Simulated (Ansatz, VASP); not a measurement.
Ag: VASP beside Ansatz

```
Ag
1.0
     2.87428    0.00000    0.00000
    -1.43714    2.48920    0.00000
     0.00000    0.00000    4.70111
Ag
2
Direct
  0.33333 0.66667 0.25000
  0.66667 0.33333 0.75000
```

Alike in both runs: functional PBE; k mesh 18 × 18 × 10; occupations gaussian, width 0.1 eV; no spin polarisation.

Ansatz relaxed the structure, and its values are those at the end. VASP's run is a single point on that final structure, the one shown.

|  | VASP | Ansatz |
| --- | --- | --- |
| version | VASP 6.6.1 | Ansatz 0.2.0 |
| potentials or method | VASP PAW PBE potentials, release 64 (Ag) | scalar-relativistic, plane waves, PAW |
| plane-wave cutoff (eV) | 520 | 420 |
| valence electrons in the cell | 22 | 38 |

Ansatz gave:

| Property | Result |
| --- | --- |
| gap on the k mesh at the Fermi level (eV) | none |
| pressure (GPa) | 6.7 |

What did VASP give for the same quantities?

gap on the k mesh at the Fermi level (eV): none; pressure (GPa): 6.6.

A gap of «none» marks a metal or a gap that the smearing closes. With one functional, cell and mesh, what is left measures potentials, basis and numerics. The two sets of potentials don't hold the same shells in valence.
